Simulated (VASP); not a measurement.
TePb:

```
Te Pb
1.0
     0.00000    3.22185    3.22185
     3.22185    0.00000    3.22185
     3.22185    3.22185    0.00000
Te Pb
1 1
Direct
  0.50000 0.50000 0.50000
  0.00000 0.00000 0.00000
```

Base run:

```yaml
Program: VASP 6.6.1
Functional: PBE0
Potentials_or_basis: VASP PAW PBE potentials, release 64 (Te, Pb_d)
Cutoff: 520 eV
k_mesh: 6 × 6 × 6
Occupations: gaussian, width 0.03 eV
Spin: no spin polarisation
```

Its results: band gap on the k mesh 1.59 eV, direct; pressure 1.4 GPa.

Task: The run is repeated on the same cell with these changes: functional from PBE0 to PBEsol; further incar settings from ALGO = Normal; EDIFF = 1e-07; NBANDS = 17 to ALGO = Fast; EDIFF = 1e-07; NBANDS = 17. What comes out?

Result: Band gap on the k mesh 0.65 eV, direct; pressure 0.0 GPa.

Caveats: the PAW data sets were made with another functional, which shifts forces and pressure a little; spin-orbit coupling is left out, which as a rule narrows the gap of such compounds by several tenths of an eV.
